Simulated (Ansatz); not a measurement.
Al:

```
Al
1.0
     0.00000    2.02481    2.02481
     2.02481    0.00000    2.02481
     2.02481    2.02481    0.00000
Al
1
Direct
  0.00000 0.00000 0.00000
```

| Quantity | Value |
| --- | --- |
| Program | Ansatz 0.2.0 |
| Task | relaxation of cell and atoms |
| Functional | HSEsol |
| Potentials or basis | Ansatz PAW |
| Cutoff | 420 eV (not typed: the program's choice for these potentials) |
| k mesh | 6 × 6 × 6 |
| Occupations | fermi-dirac, width 0.05 eV |
| Spin | no spin polarisation |

At the start: volume 16.60 Å³/atom.

**Question.** Where does the relaxation end?

**Answer.** It ends after 4 steps and the volume is 16.18 Å³/atom (-2.6 %); space group Fm-3m (No. 225, to 0.05 Å).

The path:
```csv
step,energy change (eV),largest force (eV/Å),volume (Å³)
1,0.0000,0.0000,16.60
2,-0.0029,0.0000,16.10
3,-0.0030,0.0000,16.18
4,-0.0029,0.0000,16.18
```

Final structure:
```xyz
1
Lattice="0.0000 2.0073 2.0073 2.0073 0.0000 2.0073 2.0073 2.0073 0.0000" Properties=species:S:1:pos:R:3 pbc="T T T"
Al    0.0000    0.0000    0.0000
```

Caveat: the k mesh is coarse (spacing up to 0.45 Å⁻¹), so the values aren't converged, least of all with exact exchange; the plane-wave basis is chosen anew once the cell has moved, so the energies of steps on either side of that aren't comparable; the PAW data sets come from PBE, with cores solved anew for the run's functional, which leaves a small shift of forces and pressure.
